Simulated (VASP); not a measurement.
Write the native input for VASP 6.6.1 that does the following.

| Item | Value |
| --- | --- |
| Task | Born charges and dielectric tensor |
| Functional | PBE |
| Potentials or basis | VASP PAW PBE potentials, release 64 (Si, C) |
| Cutoff | 520 eV |
| k mesh | 22 × 22 × 22 |
| Occupations | gaussian, width 0.02 eV |
| Spin | no spin polarisation |
| Further INCAR settings | ALGO = Normal; EDIFF = 1e-08; IBRION = 8; NSW = 1 |

The structure of SiC lies in POSCAR:

```
SiC
1.0
    0.0000000000      2.1898720000      2.1898720000
    2.1898720000      0.0000000000      2.1898720000
    2.1898720000      2.1898720000      0.0000000000
Si C
1 1
Direct
    0.0000000000      0.0000000000      0.0000000000
    0.2500000000      0.2500000000      0.2500000000
```

These files were run (other wordings do the same):

INCAR

```
PREC     = Accurate       # precision mode
ENCUT    = 520            # plane-wave cutoff, eV
EDIFF    = 1E-8           # SCF threshold, eV
ISMEAR   = 0              # smearing method
SIGMA    = 0.02           # smearing width, eV
LREAL    = False          # projectors in reciprocal space
LASPH    = True           # aspherical terms in the spheres
NELM     = 100            # most SCF steps
ALGO     = Normal         # electronic algorithm
ISIF     = 2              # what is computed and relaxed
LWAVE    = False          # write WAVECAR
LCHARG   = False          # write CHGCAR
GGA      = PE             # functional
LEPSILON = True           # dielectric tensor by DFPT
IBRION   = 8              # ionic algorithm
NSW      = 1              # ionic steps
```

KPOINTS

```
Automatic mesh
0
Gamma
  22 22 22
```

Potentials or basis: VASP PAW PBE potentials, release 64 (Si, C).

The run is started by

```bash
$ cat potpaw_PBE.64/Si/POTCAR potpaw_PBE.64/C/POTCAR > POTCAR
$ mpirun -np 1 vasp_std > vasp.out
```

Results of the run:

```yaml
Band_gap_on_the_k_mesh: 1.37 eV, indirect (least direct gap 4.53 eV)
Electronic_dielectric_tensor_diagonal: 7.00
Born_charges_mean_of_the_diagonal: Si +2.68; C -2.68 e
Highest_phonon_frequency_at_Γ_LO-TO_splitting_left_out: 775 cm⁻¹
```

It took 14 min on 1 thread of AMD EPYC 9R45 96-Core Processor (Zen 5) (shared host), peak memory 0.66 GiB.
